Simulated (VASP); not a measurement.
# Settings for BaZrO₃: self-consistent run

BaZrO₃, Pmm2 (no. 25), 5 atoms in the cell. R2SCAN; PAW potentials Ba_sv, Zr_sv, O (PBE set). VASP 6.6.1. The cell is changed on purpose: last atom moved by 0.08 Å along z, cell strained by -1.0% along z.

Wanted: energy within 2 meV/atom; forces within 0.01 eV/Å.

What the run is for: forces; Accuracy asked: standard.

POSCAR:
```
BaZrO3
1.0
    4.1913400000      0.0000000000      0.0000000000
    0.0000000000      4.1913400000      0.0000000000
    0.0000000000      0.0000000000      4.1494266000
Ba Zr O
1 1 3
Direct
    0.0000000000      0.0000000000      0.0000000000
    0.5000000000      0.5000000000      0.5000000000
    0.5000000000      0.5000000000      0.0000000000
    0.5000000000      0.0000000000      0.5000000000
    0.0000000000      0.5000000000      0.5190869700
```

The series start from Plane-wave cutoff (eV): 520; k-point mesh: 5 × 5 × 6; Precision mode (PREC): Accurate; Electronic threshold (eV): 1e-6; Bands in all (NBANDS): 33; Aspherical gradient terms in the spheres (LASPH): yes; Electronic algorithm: ALGO=Normal; Kinetic-energy density mixed (LMIXTAU): LMIXTAU=True; Delay and inner steps: defaults. Each series keeps the choices made before it, and each single choice may use up half of a tolerance.

## Plane-wave cutoff (eV)

| Plane-wave cutoff (eV) | Energy less reference (meV/atom) | Forces, largest deviation (eV/Å) | SCF iterations | Time (s) |
|---|---|---|---|---|
| 320 | -79.1 | 0.008 | 25 | 33 |
| 400 | -9.7 | 0.007 | 22 | 50 |
| 460 | 1.7 | 0.002 | 20 | 60 |
| 520 | 4.1 | 0.001 | 20 | 48 |
| 600 | 2.6 | 0.001 | 21 | 80 |
| 700 | 0.5 | 0.000 | 23 | 90 |
| 840 (reference) | 0.0 | 0.000 | 22 | 117 |

Chosen: 700, the loosest value from which every tighter one stays within half of the tolerance.

## k-point mesh

| k-point mesh | Energy less reference (meV/atom) | Forces, largest deviation (eV/Å) | SCF iterations | Time (s) |
|---|---|---|---|---|
| 2 × 2 × 2 | 122.6 | 0.317 | 21 | 28 |
| 2 × 2 × 3 | 77.1 | 0.269 | 21 | 27 |
| 3 × 3 × 3 | 12.8 | 0.060 | 28 | 41 |
| 4 × 4 × 4 | 1.8 | 0.013 | 20 | 64 |
| 5 × 5 × 6 | 0.2 | 0.003 | 23 | 90 |
| 7 × 7 × 7 | 0.0 | 0.000 | 20 | 100 |
| 8 × 8 × 8 (reference) | 0.0 | 0.000 | 20 | 215 |

Chosen: 5 × 5 × 6.

## Precision mode (PREC)

| Precision mode (PREC) | Energy less reference (meV/atom) | Forces, largest deviation (eV/Å) | SCF iterations | Time (s) |
|---|---|---|---|---|
| Low | -0.4 | 0.005 | 23 | 67 |
| SingleN | -0.4 | 0.005 | 23 | 74 |
| Normal | 0.0 | 0.001 | 25 | 82 |
| Accurate (reference) | 0.0 | 0.000 | 23 | 90 |

Chosen: Normal.

## Electronic threshold (eV)

| Electronic threshold (eV) | Energy less reference (meV/atom) | Forces, largest deviation (eV/Å) | SCF iterations | Time (s) |
|---|---|---|---|---|
| 0.001 | 33.5 | 0.015 | 11 | 36 |
| 0.0001 | 0.0 | 0.001 | 18 | 55 |
| 1e-5 | 0.0 | 0.000 | 21 | 64 |
| 1e-6 | 0.0 | 0.000 | 25 | 82 |
| 1e-7 (reference) | 0.0 | 0.000 | 29 | 90 |

Chosen: 0.0001.

## Bands in all (NBANDS)

| Bands in all (NBANDS) | Energy less reference (meV/atom) | Forces, largest deviation (eV/Å) | SCF iterations | Time (s) |
|---|---|---|---|---|
| 21 | 0.0 | 0.000 | 17 | 43 |
| 22 | 0.0 | 0.000 | 19 | 49 |
| 24 | 0.4 | 0.007 | 15 | 37 |
| 26 | 0.0 | 0.002 | 20 | 51 |
| 33 | 0.0 | 0.001 | 18 | 55 |
| 46 (reference) | 0.0 | 0.000 | 20 | 77 |

Chosen: 26.

## Aspherical gradient terms in the spheres (LASPH)

| Aspherical gradient terms in the spheres (LASPH) | Energy less reference (meV/atom) | Forces, largest deviation (eV/Å) | SCF iterations | Time (s) |
|---|---|---|---|---|
| yes | 0.0 | 0.000 | 20 | 51 |
| no | 0.1 | 0.002 | 18 | 42 |

Chosen: yes; no other choice that stays within half of the tolerance saves 30 % of the time.

## Electronic algorithm

| Electronic algorithm | Energy less reference (meV/atom) | Forces, largest deviation (eV/Å) | SCF iterations | Time (s) |
|---|---|---|---|---|
| ALGO=Normal | 0.0 | 0.000 | 20 | 51 |
| ALGO=Fast | 0.0 | 0.007 | 23 | 75 |
| ALGO=VeryFast | 0.1 | 0.009 | 25 | 66 |
| ALGO=All ISEARCH=1 | 0.0 | 0.002 | 17 | 42 |
| ALGO=All ISEARCH=0 | 0.0 | 0.002 | 17 | 48 |
| ALGO=Damped TIME=0.4 | 0.8 | 0.003 | 89 | 217 |
| ALGO=Damped TIME=0.1 | 11.9 | 0.011 | 69 | 174 |
| ALGO=Old Fast | 0.0 | 0.002 | 19 | 66 |

Chosen: ALGO=Normal.

## Kinetic-energy density mixed (LMIXTAU)

| Kinetic-energy density mixed (LMIXTAU) | Energy less reference (meV/atom) | Forces, largest deviation (eV/Å) | SCF iterations | Time (s) |
|---|---|---|---|---|
| LMIXTAU=True | 0.0 | 0.000 | 20 | 51 |
| LMIXTAU=False | 0.0 | 0.002 | 13 | 38 |

Chosen: LMIXTAU=True.

## Delay and inner steps

| Delay and inner steps | Energy less reference (meV/atom) | Forces, largest deviation (eV/Å) | SCF iterations | Time (s) |
|---|---|---|---|---|
| defaults | 0.0 | 0.000 | 20 | 51 |
| NELMDL=-2 | 0.0 | 0.002 | 11 | 39 |
| NELMDL=-8 | 0.0 | 0.002 | 21 | 61 |
| NELMDL=-12 | 0.0 | 0.000 | 27 | 73 |
| NRMM=2 | 0.1 | 0.002 | 17 | 50 |
| NRMM=6 | 0.4 | 0.003 | 15 | 39 |
| WEIMIN=0.001 | 0.0 | 0.000 | 20 | 41 |

Chosen: defaults.

## All choices together

| Input | Energy less reference (meV/atom) | Forces, largest deviation (eV/Å) | Time (s) |
|---|---|---|---|
| the program's defaults (naive) | 1.0 | 0.082 | 5.4 |
| chosen settings | 0.7 | 0.003 | 51 |
| reference settings throughout | 0.0 | 0.000 | 483 |

The tolerance is met.

## The input

INCAR:
```
  ALGO = Normal
  EDIFF = 1E-4
  EFERMI = MIDGAP
  ENCUT = 700
  GGA_COMPAT = F
  ISIF = 2
  ISMEAR = 0
  KPAR = 4
  LASPH = T
  LCHARG = F
  LMIXTAU = T
  LREAL = F
  LWAVE = F
  METAGGA = R2SCAN
  NBANDS = 26
  NELM = 120
  PREC = Normal
  SIGMA = 0.03
```

KPOINTS:
```
Automatic mesh
0
Gamma
  5 5 6
  0 0 0
```

Commands:
```
cat potpaw_PBE.64/Ba_sv/POTCAR potpaw_PBE.64/Zr_sv/POTCAR potpaw_PBE.64/O/POTCAR > POTCAR
mpirun -np 4 vasp_std > vasp.out
```

The chosen input took VASP 6.6.1 51 s on 4 cores (Intel Xeon 6975P-C (Granite Rapids)), a shared host.

## An input that fails: too few bands

VASP's message: The number of bands is not sufficient to hold all electrons. I am sorry, but this calculation does not make sense. If you want to calculate only selected states, you need to set either EFERMI or EREF. EREF specifies around which energy states are supposed to be calculated. I found NBANDS = 19, NELECT = ….

Changes against the starting input:
```
- NELM = 120
- NBANDS = 33
+ NELM = 74
+ NBANDS = 19
```
